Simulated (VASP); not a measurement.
# P (R-3m) in VASP: notebook

Runs on P. Level: LDA. Tasks: relaxation of cell and atoms.

Program: VASP 6.6.1. These are calculated values, not measurements. Logs are shortened: lines on timing, memory, paths and dates and some standing lists are left out, and cuts for length are marked.

### 1 Starting point

The structure is trigonal, space group R-3m (No. 166). The conventional cell has a = 3.451 Å, b = 3.451 Å, c = 9.389 Å, α = 90.00°, β = 90.00°, γ = 120.00°. P (site symmetry 3m) is surrounded by 3 P at 2.29 Å.

This isn't the form of P at room conditions, which is orthorhombic.

### 2 Relaxation of cell and atoms, LDA, target pressure 12.5 GPa, at which the enthalpy is minimised

Input file INCAR:

```
SYSTEM = P
  PREC = Accurate
  ENCUT = 520
  EDIFF = 1E-7
  ISMEAR = 0
  SIGMA = 0.1
  LREAL = .FALSE.
  LASPH = .TRUE.
  NELM = 80
  ALGO = Normal
  ISIF = 3
  LWAVE = .FALSE.
  LCHARG = .FALSE.
  GGA = CA
  IBRION = 2
  NSW = 80
  EDIFFG = -0.002
  PSTRESS = 125.0
```

Input file KPOINTS:

```
Automatic mesh
0
G
  15 15 15
  0 0 0
```

Input file POSCAR:

```
P
1.0
    1.7257251800      0.9963479000      3.1296800100
   -1.7257251800      0.9963479000      3.1296800100
    0.0000000000     -1.9926957900      3.1296800100
P
2
Direct
    0.2270802500      0.2270802500      0.2270802500
    0.7729197500      0.7729197500      0.7729197500
```

Potentials or basis: VASP PAW LDA potentials, release 64 (P).

The run is started by

```
$ cat potpaw_LDA.64/P/POTCAR > POTCAR
$ mpirun -np 1 vasp_std > vasp.out
```

OUTCAR:

```text
SYSTEM = P
   PREC = Accurate
   ENCUT = 520
   EDIFF = 1E-7
   ISMEAR = 0
   LREAL = .FALSE.
   LASPH = .TRUE.
   NELM = 80
   ISIF = 3
   GGA = CA
   IBRION = 2
   NSW = 80
   EDIFFG = -0.002
   PSTRESS = 125.0

 ion  position               nearest neighbor table
   1  0.227  0.227  0.227-   2 2.29   2 2.29   2 2.29   2 2.82   2 2.82   2 2.82
   2  0.773  0.773  0.773-   1 2.29   1 2.29   1 2.29   1 2.82   1 2.82   1 2.82

  LATTYP: Found a trigonal (rhomboedric) cell.
 ALAT       =     3.7102201417
 COS(alpha) =     0.5673129373

  Lattice vectors:

 A1 = (   1.7257251800,   0.9963479000,   3.1296800100)
 A2 = (  -1.7257251800,   0.9963479000,   3.1296800100)
 A3 = (   0.0000000000,  -1.9926957900,   3.1296800100)

Analysis of symmetry for initial positions (statically):
=====================================================================
 Subroutine PRICEL returns:
 Original cell was already a primitive cell.

 Routine SETGRP: Setting up the symmetry group for a
 trigonal (rhombohedral) supercell.

 Subroutine GETGRP returns: Found 12 space group operations
 (whereof 12 operations were pure point group operations)
 out of a pool of 12 trial point group operations.

The static configuration has the point symmetry D_3d.

Analysis of symmetry for dynamics (positions and initial velocities):
=====================================================================
 Subroutine PRICEL returns:
 Original cell was already a primitive cell.

 Routine SETGRP: Setting up the symmetry group for a
 trigonal (rhombohedral) supercell.

 Subroutine GETGRP returns: Found 12 space group operations
 (whereof 12 operations were pure point group operations)
 out of a pool of 12 trial point group operations.

The dynamic configuration has the point symmetry D_3d.

 Subroutine INISYM returns: Found 12 space group operations
 (whereof 12 operations are pure point group operations),
 and found     1 'primitive' translations

----------------------------------------------------------------------------------------

                                     Primitive cell

  volume of cell :      32.2875

  direct lattice vectors                    reciprocal lattice vectors
     1.725725180  0.996347900  3.129680010     0.289733270  0.167277582  0.106507161
    -1.725725180  0.996347900  3.129680010    -0.289733270  0.167277582  0.106507161
     0.000000000 -1.992695790  3.129680010     0.000000000 -0.334555163  0.106507162

  length of vectors
     3.710220142  3.710220142  3.710220139     0.351099605  0.351099605  0.351099605

  position of ions in fractional coordinates (direct lattice)
     0.227080250  0.227080250  0.227080250
     0.772919750  0.772919750  0.772919750

  ion indices of the primitive-cell ions
   primitive index   ion index
                 1           1
                 2           2

----------------------------------------------------------------------------------------

 KPOINTS: Automatic mesh

Automatic generation of k-mesh.
 Grid dimensions read from file:
 generate k-points for:   15   15   15

 Generating k-lattice:

  Cartesian coordinates                     Fractional coordinates (reciprocal lattice)
     0.019315551  0.011151839  0.007100477     0.066666667  0.000000000  0.000000000
    -0.019315551  0.011151839  0.007100477     0.000000000  0.066666667  0.000000000
     0.000000000 -0.022303678  0.007100477     0.000000000  0.000000000  0.066666667

  Length of vectors
     0.023406640  0.023406640  0.023406640

  Shift w.r.t. Gamma in fractional coordinates (k-lattice)
     0.000000000  0.000000000  0.000000000

 Subroutine IBZKPT returns following result:
 ===========================================

 Found    344 irreducible k-points:

 Following reciprocal coordinates:
            Coordinates               Weight
  0.000000  0.000000  0.000000      1.000000
  0.066667 -0.000000  0.000000      6.000000
  0.133333  0.000000 -0.000000      6.000000
  0.200000 -0.000000  0.000000      6.000000
  0.266667  0.000000 -0.000000      6.000000
  0.333333  0.000000 -0.000000      6.000000
[... 16 lines left out ...]
  0.133333  0.133333 -0.000000      6.000000
  0.200000  0.133333  0.000000     12.000000
 [... further k-points ...]
   k-points           NKPTS =    344   k-points in BZ     NKDIM =    344   number of bands    NBANDS=      9
   number of dos      NEDOS =    301   number of ions     NIONS =      2
   total plane-waves  NPLWV =  21952
   dimension x,y,z NGX =    28 NGY =   28 NGZ =   28
   dimension x,y,z NGXF=    56 NGYF=   56 NGZF=   56
   ions per type =               2
   NGX,Y,Z   is equivalent  to a cutoff of  12.55, 12.55, 12.55 a.u.
   NGXF,Y,Z  is equivalent  to a cutoff of  25.09, 25.09, 25.09 a.u.
 SYSTEM =  P
   PREC   = accura    normal or accurate (medium, high low for compatibility)
   ISTART =      0    job   : 0-new  1-cont  2-samecut
   ICHARG =      2    charge: 1-file 2-atom 10-const
   ISPIN  =      1    spin polarized calculation?
   LNONCOLLINEAR =      F non collinear calculations
   LSORBIT =      F    spin-orbit coupling
   LASPH  =      T    aspherical Exc in radial PAW
   ENCUT  =  520.0 eV  38.22 Ry    6.18 a.u.   6.90  6.90  6.90*2*pi/ulx,y,z
   NELM   =     80;   NELMIN=  2; NELMDL= -5     # of ELM steps
   EDIFF  = 0.1E-06   stopping-criterion for ELM
   LREAL  =      F    real-space projection
   EDIFFG = -.2E-02   stopping-criterion for IOM
   NSW    =     80    number of steps for IOM
   IBRION =      2    ionic relax: 0-MD 1-quasi-New 2-CG
   NFREE  =      1    steps in history (QN), initial steepest desc. (CG)
   ISIF   =      3    stress and relaxation
   ISYM   =      2    0-nonsym 1-usesym 2-fastsym
   POTIM  = 0.5000    time-step for ionic-motion
   TEBEG  =    0.0;   TEEND  =   0.0 temperature during run
   PSTRESS=  125.0 pullay stress
   NELECT =      10.0000    total number of electrons
   NUPDOWN=      -1.0000    fix difference up-down
   EMIN   =  10.00;   EMAX   =-10.00  energy-range for DOS
   EFERMI =   0.00;   METHOD = LEGACY
   ISMEAR =     0;   SIGMA  =   0.10  broadening in eV -4-tet -1-fermi 0-gaus
   EFERMI_NEDOS =   21; number of points for ismear=-14 and -15
   IALGO  =     38    algorithm
   IMIX   =      4    mixing-type and parameters
     AMIX     =   0.40;   BMIX     =  1.00
     AMIX_MAG =   1.60;   BMIX_MAG =  1.00
  volume/ion in A,a.u.               =      16.14       108.94
  Fermi-wavevector in a.u.,A,eV,Ry     =   1.107636  2.093128 16.692396  1.226857
  Thomas-Fermi vector in A             =   2.244152
   LORBIT       =      0    0 simple, 1 ext, 2 COOP (PROOUT), +10 PAW based schemes
   GGA     = CA    functional components
   LHFCALC =     F    Hartree Fock is set to
   AEXX    =    0.0000 exact exchange contribution
   IVDW    =     0    specifies the selected vdW correction
   LEPSILON=     F    determine dielectric tensor
   LRPA    =     F    only Hartree local field effects (RPA)
 conjugate gradient relaxation of ions
 non-spin polarized calculation
 Gauss-broadening in eV      SIGMA  =   0.10
  energy-cutoff  :      520.00
  volume of cell :       32.29
 maximum number of plane-waves:       887
   NGX = 13   NGY = 13   NGZ = 13

--------------------------------------- Ionic step        1  -------------------------------------------

 number of electron      10.0000000 magnetization

 Free energy of the ion-electron system (eV)
  ---------------------------------------------------
  ext. energy  EPLUGINS =         0.00000000
  ---------------------------------------------------
  free energy    TOTEN  =       -12.09706372 eV

  energy without entropy =      -12.09544053  energy(sigma->0) =      -12.09625212

 E-fermi :   8.9000     XC(G=0): -10.8972

 val. band max:        8.8948720321   @ k =   0.4000   0.0667   0.0667
 cond. band min:       8.9052611600   @ k =   0.3333   0.3333   0.3333
 fundamental gap:      0.0103891279
 Fermi energy:         8.9000211528

 k-point     1 :       0.0000    0.0000    0.0000
  band No.  band energies     occupation
      1      -7.5847      2.00000
      2       5.2892      2.00000
      3       5.7636      2.00000
      4       6.0148      2.00000
      5       6.0148      2.00000
      6      10.1832      0.00000
      7      11.5051      0.00000
      8      11.5051      0.00000
      9      14.6793      0.00000
[... 265 lines left out ...]
 k-point    24 :       0.2000    0.1333    0.0000
  band No.  band energies     occupation
      1      -6.9791      2.00000
      2       2.6235      2.00000
      3       4.5728      2.00000
      4       5.1693      2.00000
      5       7.8117      2.00000
      6      10.0264      0.00000
      7      10.9330      0.00000
      8      12.3679      0.00000
      9      13.5472      0.00000

 [... further k-points ...]

------------------------ aborting loop because EDIFF is reached ----------------------------------------

  FORCE on cell =-STRESS in cart. coord.  units (eV):
  Direction    XX          YY          ZZ          XY          YZ          ZX
  --------------------------------------------------------------------------------------
  -------------------------------------------------------------------------------------
  Total       -0.5891479     -0.5891479     -0.7763327     -0.0000000     -0.0000000      0.0000000
  in kB      -29.2348664    -29.2348664    -38.5234009     -0.0000000     -0.0000000      0.0000000
  external PRESSURE =    -157.3310446 kB  Pullay stress =     125.0000000 kB
[... 97 lines left out ...]
  energy  without entropy=      -11.9953859325  energy(sigma->0) =      -11.99643866

  enthalpy is  TOTEN    =        -9.8254207186 eV   P V=        2.1720706619

[... ionic steps 4 to 12 ...]

--------------------------------------- Ionic step       13  -------------------------------------------

 number of electron      10.0000000 magnetization

------------------------ aborting loop because EDIFF is reached ----------------------------------------
[... 71 lines left out ...]
--------------------------------------- Ionic step       15  -------------------------------------------

 number of electron      10.0000000 magnetization

 Free energy of the ion-electron system (eV)
  ---------------------------------------------------
  ext. energy  EPLUGINS =         0.00000000
  ---------------------------------------------------
  free energy    TOTEN  =       -12.03272489 eV

  energy without entropy =      -12.03076707  energy(sigma->0) =      -12.03174598

 E-fermi :  11.4182     XC(G=0): -11.8869

 val. band max:       11.3836860148   @ k =  -0.4667   0.2000   0.1333
 cond. band min:      11.4200207396   @ k =   0.3333   0.3333   0.3333
 fundamental gap:      0.0363347248
 Fermi energy:        11.4181802718

 k-point     1 :       0.0000    0.0000    0.0000
  band No.  band energies     occupation
      1      -6.3737      2.00000
      2       8.9801      2.00000
      3       8.9801      2.00000
      4       9.0783      2.00000
      5      11.0408      2.00000
      6      15.2661      0.00000
      7      15.4812      0.00000
      8      15.4812      0.00000
      9      17.0438      0.00000
[... 265 lines left out ...]
 k-point    24 :       0.2000    0.1333    0.0000
  band No.  band energies     occupation
      1      -5.6289      2.00000
      2       5.9841      2.00000
      3       7.7361      2.00000
      4       8.1154      2.00000
      5      10.9642      2.00000
      6      14.1381      0.00000
      7      14.4126      0.00000
      8      16.4296      0.00000
      9      17.1445      0.00000

 [... further k-points ...]

------------------------ aborting loop because EDIFF is reached ----------------------------------------

  FORCE on cell =-STRESS in cart. coord.  units (eV):
  Direction    XX          YY          ZZ          XY          YZ          ZX
  --------------------------------------------------------------------------------------
  -------------------------------------------------------------------------------------
  Total        2.0219650      2.0219650      2.0257072     -0.0000000      0.0000000     -0.0000000
  in kB      124.8737999    124.8737996    125.1049151     -0.0000000      0.0000003     -0.0000000
  external PRESSURE =      -0.0491618 kB  Pullay stress =     125.0000000 kB
[... 21 lines left out ...]
  energy  without entropy=      -12.0307670733  energy(sigma->0) =      -12.03174598

  enthalpy is  TOTEN    =       -10.0087164924 eV   P V=        2.0240083996

 reached required accuracy - stopping structural energy minimisation
```

It took 4.7 min on 1 thread of Intel Xeon 6975P-C (Granite Rapids), shared host; peak memory 0.22 GiB.

Results:

```
Free energy                                            : -12.0327 eV
Relaxed volume                                         : 12.97 Å³/atom
Relaxed cell                                           : a = 3.322 Å, b = 3.322 Å, c = 3.322 Å, α = 60.02°, β = 60.02°, γ = 60.02°
Space group after relaxing (to 0.05 Å)                 : R-3m (No. 166)
Energy change on relaxing (the enthalpy is what falls) : +32.2 meV/atom
Ionic steps                                            : 15
Pressure after relaxing                                : 12.5 GPa
Band gap on the k mesh                                 : none (metal or under the smearing width)
```

Step by step:
```
step  energy change (eV)  largest force (eV/Å)  pressure (GPa)  volume (Å³)
   1              0.0000                0.2115           -3.23        32.29
   2              0.3895                1.6989           28.73        25.43
   3              0.0996                1.0653           12.88        27.84
   4              0.0741                0.5317           13.60        26.90
   5              0.0911                0.3761           14.57        25.93
   6              0.3080                0.0304           27.55        24.02
   7              0.1282                0.1715           17.83        25.30
   8              0.0066                0.1314            5.50        27.03
   9              0.0608                0.0179           12.28        25.99
  10              0.0619                0.0205           12.38        25.98
  11              0.0635                0.0135           12.49        25.95
  12              0.0642                0.0108           12.54        25.94
  13              0.0635                0.0048           12.45        25.95
  14              0.0632                0.0021           12.41        25.96
  15              0.0643                0.0001           12.50        25.94
```

Final structure:
```cif
data_structure
_symmetry_space_group_name_H-M 'P 1'
_symmetry_Int_Tables_number 1
_cell_length_a 3.3224
_cell_length_b 3.3224
_cell_length_c 3.3224
_cell_angle_alpha 60.015
_cell_angle_beta 60.015
_cell_angle_gamma 60.015
_cell_volume 25.94
loop_
_atom_site_label
_atom_site_type_symbol
_atom_site_fract_x
_atom_site_fract_y
_atom_site_fract_z
_atom_site_occupancy
P1 P 0.24404 0.24404 0.24404 1
P2 P 0.75596 0.75596 0.75596 1
```

Caveat: the cell is relaxed towards a set pressure, so the enthalpy falls and the energy may rise; the volume moved by over 15 % at a fixed basis, so the end points are rough.

### 3 Relaxation of cell and atoms, LDA, target pressure 12.5 GPa, at which the enthalpy is minimised

This run uses another cell than the first one, of 12.97 Å³/atom, 0.803 times its volume.

INCAR is that of step 2.

KPOINTS is that of step 2.

Input file POSCAR:

```
P                                       
1.0
    1.6616140973      0.9593333498      2.7124511229
   -1.6616140973      0.9593333498      2.7124511229
    0.0000000000     -1.9186666859      2.7124511215
  P             
     2
Direct
     0.2440386947919949    0.2440386947919949    0.2440386947903041
     0.7559613052080052    0.7559613052080052    0.7559613052096958
```

Potentials or basis: VASP PAW LDA potentials, release 64 (P).

The run is started by

```
$ cat potpaw_LDA.64/P/POTCAR > POTCAR
$ mpirun -np 1 vasp_std > vasp.out
```

Run time: 32 s. Hardware: 1 thread of Intel Xeon 6975P-C (Granite Rapids), shared host; peak memory 0.18 GiB.

It converged, with:

| Item | Value |
| --- | --- |
| Free energy | -12.0315 eV |
| Pressure after relaxing | 12.5 GPa |
| Band gap on the k mesh | none (metal or under the smearing width) |

Final structure:
```
P
1.0
     1.66161    0.95933    2.71245
    -1.66161    0.95933    2.71245
     0.00000   -1.91867    2.71245
P
2
Direct
  0.24404 0.24404 0.24404
  0.75596 0.75596 0.75596
```

Levels at points of the mesh, in eV from the Fermi level:
```csv
k point,band 1,band 2,band 3,band 4,band 5,band 6,band 7,band 8,band 9
"(0.00, 0.00, 0.00)",-17.79,-2.44,-2.44,-2.34,-0.38,3.85,4.06,4.06,5.63
```

Caveat: the relaxation stopped at its first step, so nothing moved; the cell is relaxed towards a set pressure, so the enthalpy falls and the energy may rise.

### 4 Relaxation of cell and atoms, LDA, target pressure 12.5 GPa, at which the enthalpy is minimised

This run uses another cell than the first one, of 12.97 Å³/atom, 0.803 times its volume.

INCAR is that of step 3.

KPOINTS is that of step 3.

Input file POSCAR:

```
P                                       
1.0
    1.6616140973      0.9593333498      2.7124511229
   -1.6616140973      0.9593333498      2.7124511229
    0.0000000000     -1.9186666859      2.7124511215
  P             
     2
Direct
     0.2440386947919961    0.2440386947919961    0.2440386947903050
     0.7559613052080039    0.7559613052080039    0.7559613052096950
```

The run is started by

```
$ cat potpaw_LDA.64/P/POTCAR > POTCAR
$ mpirun -np 1 vasp_std > vasp.out
```

Run time: 32 s. Hardware: 1 thread of Intel Xeon 6975P-C (Granite Rapids), shared host; peak memory 0.19 GiB.

Results (log left out):

| Quantity | Value |
| --- | --- |
| Free energy | -12.0315 eV |
| Pressure after relaxing | 12.5 GPa |
| Band gap on the k mesh | none (metal or under the smearing width) |

Final structure:
```
P
1.0
     1.66161    0.95933    2.71245
    -1.66161    0.95933    2.71245
     0.00000   -1.91867    2.71245
P
2
Direct
  0.24404 0.24404 0.24404
  0.75596 0.75596 0.75596
```

Levels at points of the mesh, in eV from the Fermi level:
| k point | band 2 | band 3 | band 4 | band 5 | band 6 | band 7 | band 8 | band 9 |
| --- | --- | --- | --- | --- | --- | --- | --- | --- |
| (0.00, 0.00, 0.00) | -2.44 | -2.44 | -2.34 | -0.38 | 3.85 | 4.06 | 4.06 | 5.63 |

Caveat: the relaxation stopped at its first step, so nothing moved; the cell is relaxed towards a set pressure, so the enthalpy falls and the energy may rise.

### 5 Relaxation of cell and atoms, LDA, target pressure 7.5 GPa, at which the enthalpy is minimised

This run uses another cell than the first one, of 12.97 Å³/atom, 0.803 times its volume.

INCAR, as its differences from that of step 4:

```diff
@@ -17,2 +17,2 @@
   EDIFFG = -0.002
-  PSTRESS = 125.0
+  PSTRESS = 75.0
```

KPOINTS is that of step 4.

POSCAR is that of step 4.

The run is started by

```
$ cat potpaw_LDA.64/P/POTCAR > POTCAR
$ mpirun -np 1 vasp_std > vasp.out
```

It took 2.8 min on 1 thread of Intel Xeon 6975P-C (Granite Rapids), shared host; peak memory 0.2 GiB.

Results (log left out):

| Property | Result |
| --- | --- |
| Free energy | -12.0853 eV |
| Relaxed volume | 13.41 Å³/atom |
| Relaxed cell | a = 3.360 Å, b = 3.360 Å, c = 3.360 Å, α = 59.98°, β = 59.98°, γ = 59.98° |
| Space group after relaxing (to 0.05 Å) | R-3m (No. 166) |
| Energy change on relaxing (the enthalpy is what falls) | -26.9 meV/atom |
| Ionic steps | 11 |
| Pressure after relaxing | 7.5 GPa |
| Band gap on the k mesh | none (metal or under the smearing width) |

Step by step:
```csv
step,energy change (eV),largest force (eV/Å),pressure (GPa),volume (Å³)
1,0.0000,0.0008,12.49,25.94
2,-0.0740,0.1481,3.32,27.49
3,-0.0486,0.0789,7.53,26.73
4,-0.0493,0.0804,7.44,26.74
5,-0.0507,0.0648,7.43,26.76
6,-0.0538,0.0109,7.43,26.81
7,-0.0542,0.0032,7.44,26.82
8,-0.0530,0.0031,7.61,26.80
9,-0.0532,0.0019,7.58,26.80
10,-0.0545,0.0015,7.41,26.83
11,-0.0538,0.0003,7.50,26.81
```

Final structure:
```
CELL_PARAMETERS angstrom
1.67959 0.96971 2.74378
-1.67959 0.96971 2.74378
0.00000 -1.93943 2.74378
ATOMIC_POSITIONS crystal
P 0.24228 0.24228 0.24228
P 0.75772 0.75772 0.75772
```

Levels at points of the mesh, in eV from the Fermi level:
```csv
k point,band 2,band 3,band 4,band 5,band 6,band 7,band 8,band 9
"(0.00, 0.00, 0.00)",-2.48,-2.48,-2.34,-0.86,3.66,4.02,4.02,5.48
```

Caveat: the cell is relaxed towards a set pressure, so the enthalpy falls and the energy may rise.

(Continued in part 2 of 2.)
